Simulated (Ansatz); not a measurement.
# MgSi: the cost of one run

Method: DFT PBE, scalar-relativistic, plane waves, PAW, in Ansatz 0.2.0.

## Step 1: The system as given

The structure is tetragonal, space group P4/mmm (No. 123). The conventional cell has a = 2.856 Å, b = 2.856 Å, c = 11.424 Å, α = 90.00°, β = 90.00°, γ = 90.00°. Mg (site symmetry 4mm) is surrounded by 5 Mg at 2.86 Å and 1 Si at 2.86 Å. Si (site symmetry 4mm) is surrounded by 1 Mg at 2.86 Å and 5 Si at 2.86 Å.

Coordinates:

```cif
data_structure
_symmetry_space_group_name_H-M 'P 1'
_symmetry_Int_Tables_number 1
_cell_length_a 2.8559
_cell_length_b 2.8559
_cell_length_c 11.4237
_cell_angle_alpha 90.000
_cell_angle_beta 90.000
_cell_angle_gamma 90.000
_cell_volume 93.18
loop_
_atom_site_label
_atom_site_type_symbol
_atom_site_fract_x
_atom_site_fract_y
_atom_site_fract_z
_atom_site_occupancy
Mg1 Mg 0.00000 0.00000 0.37500 1
Mg2 Mg 0.00000 0.00000 0.62500 1
Si1 Si 0.00000 0.00000 0.87500 1
Si2 Si 0.00000 0.00000 0.12500 1
```

Recipe of the guess: ordered superstructure of sc (P4/mmm, No. 123). The dimensions are guesses.

## Step 2: A first look at the guess

Contents of input.yaml:

```yaml
crystal:
  lattice:
    - [2.85593536, 0.0, 0.0]
    - [0.0, 2.85593536, 0.0]
    - [0.0, 0.0, 11.42374143]
  atoms:
    - { symbol: Mg, position: [0.0, 0.0, 0.375] }
    - { symbol: Mg, position: [0.0, 0.0, 0.625] }
    - { symbol: Si, position: [0.0, 0.0, 0.875] }
    - { symbol: Si, position: [0.0, 0.0, 0.125] }
basis:
  ecutwfc: 420
kpoints:
  mp_grid: { grid: [6, 6, 2] }
hamiltonian:
  xc: pbe
scf:
  occupations: { method: gaussian, width: 0.1 }
  lower_state_search: "off"
output:
  forces: true
  stress: true
  eigenvalues: true
```

Launch:

```sh
ansatz run input.yaml --threads 1 --pin off --max-ram 2048MiB --backend cpu --events-out ev --progress --plain --runs-dir out
```

**Question.** How long does this run take on 1 thread of Arm Neoverse V2, shared host, and how much memory does it need?

About 2.6 s, with a peak of 0.31 GiB.
